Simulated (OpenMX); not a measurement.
## Moving the dispersion correction in CdSe

```
Cd Se
1.0
     4.30000    0.00000    0.00000
    -2.15000    3.72391    0.00000
     0.00000    0.00000    7.02000
Cd Se
2 2
Direct
  0.66667 0.33333 0.50000
  0.33333 0.66667 0.00000
  0.66667 0.33333 0.88500
  0.33333 0.66667 0.38500
```

Kept alike: task single point; functional PBE; k mesh 5 × 5 × 3; occupations fermi-dirac, width 0.05 eV; no spin polarisation. Program: OpenMX, OpenMX 2013 PBE set, Cd7.0-s3p2d2, Se7.0-s3p2d2, grid cutoff 500 Ry. The mesh is that of the run's cell of 4 atoms. No spin-orbit coupling.

| dispersion correction | pressure (GPa) |
| --- | --- |
| D3(zero) | 1.51 |
| D3(BJ) | 1.57 |
| D4 | 1.60 |
| none | 3.64 |

Pressure is positive in compression.

The pressure runs from 1.51 (D3(zero)) to 3.64 GPa (none). Dispersion terms mostly attract, so at fixed cell they lower the pressure.
